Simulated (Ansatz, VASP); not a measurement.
# Two plane-wave programs on Y

```
Y
1.0
     0.00000    2.54996    2.54996
     2.54996    0.00000    2.54996
     2.54996    2.54996    0.00000
Y
1
Direct
  0.00000 0.00000 0.00000
```

Alike in both runs: functional r2SCAN; k mesh 20 × 20 × 20; occupations gaussian, width 0.1 eV; no spin polarisation.

Ansatz relaxed the structure, and its values are those at the end. VASP's run is a single point on that final structure, the one shown.

```csv
,VASP,Ansatz
version,VASP 6.6.1,Ansatz 0.2.0
potentials or method,"VASP PAW PBE potentials, release 64 (Y_sv)","scalar-relativistic, plane waves, PAW"
plane-wave cutoff (eV),520,500
valence electrons in the cell,11,11
```

Ansatz gave:

| Quantity | Value |
| --- | --- |
| gap on the k mesh at the Fermi level (eV) | none |
| pressure (GPa) | 0.0 |

Task: What did VASP give for the same quantities?

Result: gap on the k mesh at the Fermi level (eV): none; pressure (GPa): 0.1.

A gap of «none» marks a metal or a gap that the smearing closes.

Caveats: the PAW data sets were made with another functional, which shifts forces and pressure a little (VASP).
